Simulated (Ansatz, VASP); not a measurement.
## Pd: VASP beside Ansatz

```
Pd
1.0
     2.71799    0.00000    0.00000
    -1.35900    2.35385    0.00000
     0.00000    0.00000    4.53267
Pd
2
Direct
  0.33333 0.66667 0.25000
  0.66667 0.33333 0.75000
```

Change from the starting cell: volume scaled by 0.9405.

Alike in both runs: task single point; functional PBE; k mesh 15 × 15 × 8; occupations fermi-dirac, width 0.08 eV; no spin polarisation.

```csv
,VASP,Ansatz
version,VASP 6.6.1,Ansatz 0.2.0
potentials or method,"VASP PAW PBE potentials, release 64 (Pd), cutoff 520 eV","all-electron LAPW, scalar-relativistic"
```

```tsv
	VASP	Ansatz	Ansatz less VASP
pressure (GPa)	11.6	11.9	+0.27
largest component of the traceless stress (GPa)	0.11	0.06	-0.054
```

Ansatz ran all-electron here, so the differences hold the error of VASP's frozen core and of both bases.
